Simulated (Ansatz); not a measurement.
# Sn: pressure against volume

Sn, I4_1/amd, a = 5.859 Å, c = 3.214 Å. Ansatz: r2SCAN, PAW, 500 eV, Γ-centred 14×14×14 mesh on 2 atoms, Gaussian smearing 0.10 eV; no spin polarisation. Shape and atoms are relaxed at each volume; pressure is positive in compression.

```
V (Å³/atom) P (GPa)
     25.929     3.89
     26.757     1.77
     27.584     0.00
     28.412        ?
     29.239    -2.73
```

**Question.** Take V0 = 27.584 Å³/atom, fit the third-order Birch–Murnaghan form to the other rows, and predict the missing pressure.

**Answer.** With the Eulerian strain f = ½[(V0/V)^(2/3) − 1] and y = P/[3f(1 + 2f)^(5/2)], the form is the line y = B0 + 1.5 B0 (B0′ − 4) f. Rows (f, y): 0.02106, 55.5; 0.01025, 54.7; -0.01905, 52.6. Means f = 0.004087, y = 54.267; Σ(Δf)² = 0.0008614, ΣΔfΔy = 0.06217; the slope is their ratio. y = 53.97 + 72.17 f GPa, so B0 = 54.0 GPa and B0′ = 4 + 2 × (72.17)/(3 × 53.97) = 4.89. At V = 28.412, f = -0.00976, y = 53.27 and P = -1.48 GPa. The run gave -1.49 GPa, so the fit is 0.01 GPa too high, a small miss on the scale of the series.